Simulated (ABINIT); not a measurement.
# Al2Au (Fm-3m) in ABINIT: notebook, part 2 of 2

ABINIT 10.8.3 (patched build). The steps go on from the part before.

## (4) Equation of state, AM05

Contents of run.abi:

```
# Datasets: one volume each
ndtset 7
getwfk -1
scalecart1 3*0.9795861087
scalecart2 3*0.9864848297
scalecart3 3*0.9932883884
scalecart4 3*1.0000000000
scalecart5 3*1.0066227096
scalecart6 3*1.0131594038
scalecart7 3*1.0196128224

# Pseudopotentials
pp_dirpath "./"
pseudos "Au.GGA_PBE-JTH.xml, Al.GGA_PBE-JTH.xml"

# Structure
acell 4.2426406871 4.2426406871 4.2426406871 Angstrom
rprim
     0.0000000000     0.7071067812     0.7071067812
     0.7071067812     0.0000000000     0.7071067812
     0.7071067812     0.7071067812     0.0000000000
ntypat 2
znucl 79 13
natom 3
typat 1 2 2
xred
     0.0000000000     0.0000000000     0.0000000000
     0.7500000000     0.7500000000     0.7500000000
     0.2500000000     0.2500000000     0.2500000000

# Plane-wave basis
ecut 24.0
pawecutdg 46.0
pawxcdev 0

# k points
kptopt 1
ngkpt 8 8 8
nshiftk 1
shiftk 0.0 0.0 0.0

# Exchange and correlation
ixc -120135

# Bands and occupations
nband 13
occopt 3
tsmear 0.00183747

# SCF cycle
nstep 100
tolvrs 1.0e-9

# Output
iomode 3
prtwf 1
prtden 0
prteig 0
prtebands 0
enunit 1
```

Potentials or basis: JTH PAW PBE v2.0.

Started as:

```bash
> abinit run.abi > log 2>&1
```

run.abo:

```text
.Version 10.8.3 of ABINIT
 DATASET    1 : space group Fm -3 m (#225); Bravais cF (face-center cubic)
================================================================================
 Values of the parameters that define the memory need for DATASET  1.
     intxc =       0    ionmov =       0      iscf =      17    lmnmax =      18
     lnmax =       6     mgfft =      36  mpssoang =       3    mqgrid =    3001
     natom =       3  nloc_mem =       2    nspden =       1   nspinor =       1
    nsppol =       1      nsym =      48    n1xccc =       1    ntypat =       2
    occopt =       3   xclevel =       2
       mpw =        1936          nfft =       46656          nkpt =          29
 PAW method is used; the additional fine FFT grid is defined by:
   mgfftf=        48    nfftf =    110592
================================================================================
================================================================================
[... 71 lines left out ...]
 DATASET    7 : space group Fm -3 m (#225); Bravais cF (face-center cubic)
[... 1558 lines left out ...]
                       2.1791668275E-31 -8.4053577632E-31  3.4244050146E-31
            fcart4    -0.0000000000E+00 -0.0000000000E+00 -0.0000000000E+00
[... 52 lines left out ...]
           xangst3     0.0000000000E+00  0.0000000000E+00  0.0000000000E+00
                       4.4697977479E+00  4.4697977479E+00  4.4697977479E+00
                       1.4899325826E+00  1.4899325826E+00  1.4899325826E+00
           xangst4     0.0000000000E+00  0.0000000000E+00  0.0000000000E+00
                       4.5000000001E+00  4.5000000001E+00  4.5000000001E+00
                       1.5000000000E+00  1.5000000000E+00  1.5000000000E+00
           xangst5     0.0000000000E+00  0.0000000000E+00  0.0000000000E+00
                       4.5298021933E+00  4.5298021933E+00  4.5298021933E+00
                       1.5099340644E+00  1.5099340644E+00  1.5099340644E+00
           xangst6     0.0000000000E+00  0.0000000000E+00  0.0000000000E+00
                       4.5592173172E+00  4.5592173172E+00  4.5592173172E+00
                       1.5197391057E+00  1.5197391057E+00  1.5197391057E+00
           xangst7     0.0000000000E+00  0.0000000000E+00  0.0000000000E+00
                       4.5882577009E+00  4.5882577009E+00  4.5882577009E+00
                       1.5294192336E+00  1.5294192336E+00  1.5294192336E+00
             xred      0.0000000000E+00  0.0000000000E+00  0.0000000000E+00
                       7.5000000000E-01  7.5000000000E-01  7.5000000000E-01
                       2.5000000000E-01  2.5000000000E-01  2.5000000000E-01
 Calculation completed.
```

Wall time 6.8 min (1 thread of Arm Neoverse V1, shared host); peak memory 0.18 GiB.

Results:

```
Equilibrium volume                      : 17.98 Å³/atom
Bulk modulus                            : 115 GPa
Pressure derivative of the bulk modulus : 5.0
```

Energy against volume, from the lowest point:
| volume (Å³/atom) | energy (meV/atom) |
| --- | --- |
| 16.920 | 25.41 |
| 17.280 | 10.63 |
| 17.640 | 2.41 |
| 18.000 | 0.00 |
| 18.360 | 2.74 |
| 18.720 | 10.06 |
| 19.080 | 21.43 |

Caveat: pressures at fixed basis lie under the slope of the energies; the PAW data sets were made with another functional, which shifts forces and pressure a little. Spin-orbit coupling is left out, which matters for the levels of Au.

## (5) Equation of state, revPBE

run.abi: that of step 4 with these lines changed.

```diff
@@ -42,3 +42,3 @@
 # Exchange and correlation
-ixc -120135
+ixc 14
```

Potentials or basis: JTH PAW PBE v2.0.

Started as:

```bash
> abinit run.abi > log 2>&1
```

run.abo:

```text
.Version 10.8.3 of ABINIT
 DATASET    1 : space group Fm -3 m (#225); Bravais cF (face-center cubic)
================================================================================
 Values of the parameters that define the memory need for DATASET  1.
     intxc =       0    ionmov =       0      iscf =      17    lmnmax =      18
     lnmax =       6     mgfft =      36  mpssoang =       3    mqgrid =    3001
     natom =       3  nloc_mem =       2    nspden =       1   nspinor =       1
    nsppol =       1      nsym =      48    n1xccc =       1    ntypat =       2
    occopt =       3   xclevel =       2
       mpw =        1936          nfft =       46656          nkpt =          29
 PAW method is used; the additional fine FFT grid is defined by:
   mgfftf=        48    nfftf =    110592
================================================================================
================================================================================
[... 71 lines left out ...]
 DATASET    7 : space group Fm -3 m (#225); Bravais cF (face-center cubic)
[... 1609 lines left out ...]
                      -9.3392864035E-32  1.5565477339E-31  2.1895288505E-47
            fcart4    -0.0000000000E+00 -0.0000000000E+00 -0.0000000000E+00
[... 52 lines left out ...]
           xangst3     0.0000000000E+00  0.0000000000E+00  0.0000000000E+00
                       4.4697977479E+00  4.4697977479E+00  4.4697977479E+00
                       1.4899325826E+00  1.4899325826E+00  1.4899325826E+00
           xangst4     0.0000000000E+00  0.0000000000E+00  0.0000000000E+00
                       4.5000000001E+00  4.5000000001E+00  4.5000000001E+00
                       1.5000000000E+00  1.5000000000E+00  1.5000000000E+00
           xangst5     0.0000000000E+00  0.0000000000E+00  0.0000000000E+00
                       4.5298021933E+00  4.5298021933E+00  4.5298021933E+00
                       1.5099340644E+00  1.5099340644E+00  1.5099340644E+00
           xangst6     0.0000000000E+00  0.0000000000E+00  0.0000000000E+00
                       4.5592173172E+00  4.5592173172E+00  4.5592173172E+00
                       1.5197391057E+00  1.5197391057E+00  1.5197391057E+00
           xangst7     0.0000000000E+00  0.0000000000E+00  0.0000000000E+00
                       4.5882577009E+00  4.5882577009E+00  4.5882577009E+00
                       1.5294192336E+00  1.5294192336E+00  1.5294192336E+00
             xred      0.0000000000E+00  0.0000000000E+00  0.0000000000E+00
                       7.5000000000E-01  7.5000000000E-01  7.5000000000E-01
                       2.5000000000E-01  2.5000000000E-01  2.5000000000E-01
 Calculation completed.
```

Wall time 6.2 min (1 thread of Arm Neoverse V1, shared host); peak memory 0.18 GiB.

Results:

* Equilibrium volume: 18.76 Å³/atom
* Bulk modulus: 100 GPa
* Pressure derivative of the bulk modulus: 5.0

Energy against volume, from the lowest point:
| volume (Å³/atom) | energy (meV/atom) |
| --- | --- |
| 16.920 | 68.89 |
| 17.280 | 42.68 |
| 17.640 | 23.40 |
| 18.000 | 10.31 |
| 18.360 | 2.70 |
| 18.720 | 0.00 |
| 19.080 | 1.66 |

Caveat: pressures at fixed basis lie under the slope of the energies; the PAW data sets were made with another functional, which shifts forces and pressure a little.

## (6) Overview

| level | V0 of scaled cells (Å³/atom) | B0 (GPa) |
| --- | --- | --- |
| RPBE | 18.84 | 98 |
| BLYP | - | - |
| AM05 | 17.98 | 115 |
| revPBE | 18.76 | 100 |

Alike in all rows: task equation of state; potentials or basis JTH PAW PBE v2.0; no spin polarisation; cell as given; k mesh 8 × 8 × 8; cutoff (eV) 653; smearing fermi-dirac 0.05 eV.

Caveats: pressures at fixed basis lie under the slope of the energies; the PAW data sets were made with another functional, which shifts forces and pressure a little; the minimum lies outside the volumes run (some runs).

Absolute energies hang on the potentials; compare differences alone.
